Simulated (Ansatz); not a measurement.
# Si: the cost of one run

Method: DFT PBEsol, scalar-relativistic, plane waves, PAW, in Ansatz 0.2.0.

### 1 The starting structure

It takes space group Fd-3m (No. 227, cubic). The conventional cell has a = 5.431 Å, b = 5.431 Å, c = 5.431 Å, α = 90.00°, β = 90.00°, γ = 90.00°. Si (site symmetry -43m) is surrounded by 4 Si at 2.35 Å.

Coordinates:

```cif
data_structure
_symmetry_space_group_name_H-M 'P 1'
_symmetry_Int_Tables_number 1
_cell_length_a 3.8403
_cell_length_b 3.8403
_cell_length_c 3.8403
_cell_angle_alpha 60.000
_cell_angle_beta 60.000
_cell_angle_gamma 60.000
_cell_volume 40.05
loop_
_atom_site_label
_atom_site_type_symbol
_atom_site_fract_x
_atom_site_fract_y
_atom_site_fract_z
_atom_site_occupancy
Si1 Si 0.50000 0.50000 0.50000 1
Si2 Si 0.75000 0.75000 0.75000 1
```

The structure comes from the Crystallography Open Database.

(A quick probe on a coarse mesh, which set the mesh and smearing, is not shown.)

### 3 Relaxing cell and atoms

input.yaml

```yaml
crystal:
  lattice:
    - [0.0, 2.71547, 2.71547]
    - [2.71547, 0.0, 2.71547]
    - [2.71547, 2.71547, 0.0]
  atoms:
    - { symbol: Si, position: [0.5, 0.5, 0.5] }
    - { symbol: Si, position: [0.75, 0.75, 0.75] }
basis:
  ecutwfc: 420
kpoints:
  mp_grid: { grid: [12, 12, 12] }
hamiltonian:
  xc: pbesol
scf:
  occupations: { method: gaussian, width: 0.02 }
output:
  forces: true
  stress: true
  eigenvalues: true
relax:
  adjacent_minimum: "off"
  f_tol: 0.005
  max_steps: 80
  cell: { stress_tol: 0.05 }
```

Q: Estimate wall time and peak memory on 1 thread of an Arm CPU, shared host.

About 5.4 s, with a peak of 0.31 GiB.
